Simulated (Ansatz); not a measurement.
**Sb in Ansatz: the effect of functional**

Slab: Sb, a slab with vacuum.

```xyz
6
Lattice="3.3690 0.0000 0.0000 -1.6845 2.9176 0.0000 0.0000 0.0000 28.3250" Properties=species:S:1:pos:R:3 pbc="T T T"
Sb    1.6845    0.9725    7.5000
Sb    0.0000    1.9451   10.1650
Sb    1.6845    0.9725   12.8300
Sb    0.0000    1.9451   15.4950
Sb    1.6845    0.9725   18.1600
Sb    0.0000    1.9451   20.8250
```

The cell isn't the ideal one: the (0 0 1) slab of Sb, cut from the database cell, not relaxed.

Alike in all runs:

```yaml
Program: Ansatz 0.2.0
Task: projected density of states
Potentials_or_basis: Ansatz PAW
k_mesh: 9 × 9 × 1
Occupations: fermi-dirac, width 0.05 eV
Spin: no spin polarisation
```

```tsv
functional	cutoff	largest force (eV/Å)	work function (eV)
LDA	420 eV (not typed: the program's choice for these potentials)	0.39	4.52
PBE	420 eV (not typed: the program's choice for these potentials)	0.31	4.23
PBEsol	420 eV (not typed: the program's choice for these potentials)	0.33	4.31
RPBE	420 eV (not typed: the program's choice for these potentials)	0.32	4.11
revPBE	420 eV (not typed: the program's choice for these potentials)	0.32	4.11
BLYP	420 eV (not typed: the program's choice for these potentials)	0.29	3.99
r2SCAN	500 eV (not typed: the program's choice for these potentials)	?	?
```

**Question.** What does the run with functional r2SCAN give?

**Answer.** Largest force 0.38 eV/Å; work function 4.29 eV.

Caveats: the PAW data sets come from PBE, with cores solved anew for the run's functional, which leaves a small shift of forces and pressure (some runs).
